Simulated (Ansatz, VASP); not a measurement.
MnO in VASP and in Ansatz

Contents of INCAR:

```
  PREC = Accurate
  ENCUT = 520
  EDIFF = 1E-6
  ISMEAR = 0
  SIGMA = 0.05
  LREAL = False
  LASPH = True
  NELM = 150
  ALGO = Fast
  ISIF = 2
  LWAVE = False
  LCHARG = True
  ISPIN = 2
  MAGMOM = 4 0
  LORBIT = 11
  LMAXMIX = 4
  LDAU = True
  LDAUTYPE = 2
  LDAUL = 2 -1
  LDAUU = 2 0
  LDAUJ = 0 0
  LDAUPRINT = 1
  GGA = PE
  LELF = True
  LVHAR = True
```

KPOINTS

```
regular mesh
0
Gamma
  7 7 7
```

POSCAR

```
MnO
1.0
    2.9694859100      0.0000000000      0.0000000000
   -1.4847429600      2.5716502300      0.0000000000
    0.0000000000      0.0000000000      2.8980711300
Mn O
1 1
Direct
    0.0000000000      0.0000000000      0.0000000000
    0.6666666667      0.3333333333      0.5000000000
```

input.yaml

```yaml
crystal:
  lattice:
    - [2.96948591, 0.0, 0.0]
    - [-1.48474296, 2.57165023, 0.0]
    - [0.0, 0.0, 2.89807113]
  atoms:
    - { symbol: Mn, position: [0.0, 0.0, 0.0], spin: 4.0 }
    - { symbol: O, position: [0.6666666667, 0.3333333333, 0.5] }
hamiltonian:
  xc: pbe
  pseudopotentials: { kind: paw }
  hubbard: { sites: [{ species: Mn, l: d, u_eff: 2.0 }] }
magnetization:
  spin_polarized: true
kpoints:
  mp_grid: { grid: [7, 7, 7] }
scf:
  occupations: { method: gaussian, width: 0.05 }
output:
  forces: true
  stress: true
  eigenvalues: true
```

Measurements of this composition are mostly on another form, of space group No. 225.

Alike in both runs: task single point; functional PBE; k mesh 7 × 7 × 7; occupations gaussian, width 0.05 eV; collinear spin, ferromagnetic start; Hubbard terms Mn d U = 2 eV.

```csv
,VASP,Ansatz
version,VASP 6.6.1,Ansatz 0.2.0
potentials or method,"VASP PAW PBE potentials, release 64 (Mn_pv, O)",Ansatz PAW
plane-wave cutoff (eV),520,420
valence electrons in the cell,19,21
```

|  | VASP | Ansatz | Ansatz less VASP |
| --- | --- | --- | --- |
| gap on the k mesh at the Fermi level (eV) | none | none | - |
| pressure (GPa) | 5.0 | 5.6 | +0.64 |
| largest component of the traceless stress (GPa) | 12.53 | 12.54 | +0.016 |
| net moment per atom (μB) | 2.50 | 2.50 | 0.000 |
| size of the moment on the site where the two differ most (μB) | 4.53 | 4.22 | -0.311 |

Site moments also hang on the region over which each program counts them. The programs project onto different local orbitals, so the same U acts differently. A gap of «none» marks a metal or a gap that the smearing closes. The two sets of potentials don't hold the same shells in valence.

Caveats: a cell with one magnetic atom can't hold antiferromagnetic order, which such compounds often take; the magnetic or orbital state may not be the lowest (Ansatz); the pressure holds a Pulay correction of +0.6 GPa for the finite cutoff (Ansatz). The state reached can hang on the start; a lower one may exist.
